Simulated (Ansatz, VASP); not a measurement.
Ca: VASP beside Ansatz

```
Ca
1.0
     2.97070    0.00000    0.00000
     0.00000    2.97070    0.00000
     0.00000    0.00000    2.97070
Ca
1
Cartesian
  0.0000 0.0000 0.0000
```

Change from the starting cell: volume scaled by 0.6, crystal datasets.

Alike in both runs: task single point; functional PBE; k mesh 12 × 12 × 12; occupations fermi-dirac, width 0.1 eV; no spin polarisation.

|  | VASP | Ansatz |
| --- | --- | --- |
| version | VASP 6.6.1 | Ansatz 0.2.0 |
| potentials or method | VASP PAW PBE potentials, release 64 (Ca_sv), cutoff 520 eV | all-electron PAW with datasets made for the crystal, scalar-relativistic |

```csv
,VASP,Ansatz,Ansatz less VASP
pressure (GPa),12.7,12.6,-0.11
```

Ansatz ran all-electron here, so the differences hold the error of VASP's frozen core and of both bases.
